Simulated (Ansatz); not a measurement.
Crystal: I.

```
I
1.0
     3.63503   -2.39502    0.00000
     3.63503    2.39502    0.00000
     0.00000    0.00000    9.79344
I
4
Direct
  0.64930 0.35070 0.38440
  0.14930 0.85070 0.11560
  0.35070 0.64930 0.61560
  0.85070 0.14930 0.88440
```

| Item | Value |
| --- | --- |
| Program | Ansatz 0.2.0 |
| Task | relaxation of cell and atoms |
| Functional | PBEsol |
| Dispersion | D4 |
| Potentials or basis | Ansatz PAW |
| Cutoff | 420 eV (not typed: the program's choice for these potentials) |
| k mesh | 7 × 7 × 3 |
| Occupations | fermi-dirac, width 0.05 eV |
| Spin | no spin polarisation |

At the start: volume 42.63 Å³/atom.

**Question.** How do energy, volume and symmetry change on relaxing?

**Answer.** It ends after 8 steps and the volume is 36.79 Å³/atom (-13.7 %); space group Cmce (No. 64, to 0.05 Å).

Step by step:
```
step  energy change (eV)  largest force (eV/Å)  volume (Å³)
   1              0.0000                0.7607       170.52
   2             -0.1845                0.3129       154.24
   3             -0.2665                0.1182       150.16
   4             -0.2800                0.0443       145.13
   5             -0.2833                0.0235       147.47
   6             -0.2835                0.0816       147.87
   7             -0.2860                0.0082       147.16
   8             -0.2829                0.0082       147.16
```

Final structure:
```
CELL_PARAMETERS angstrom
3.55392 -2.17225 0.00000
3.55392 2.17225 0.00000
0.00000 0.00000 9.53078
ATOMIC_POSITIONS crystal
I 0.67844 0.32156 0.37705
I 0.17844 0.82156 0.12295
I 0.32156 0.67844 0.62295
I 0.82156 0.17844 0.87705
```

Caveat: the plane-wave basis is chosen anew once the cell has moved, so the energies of steps on either side of that aren't comparable; the PAW data sets come from PBE, with cores solved anew for the run's functional, which leaves a small shift of forces and pressure.
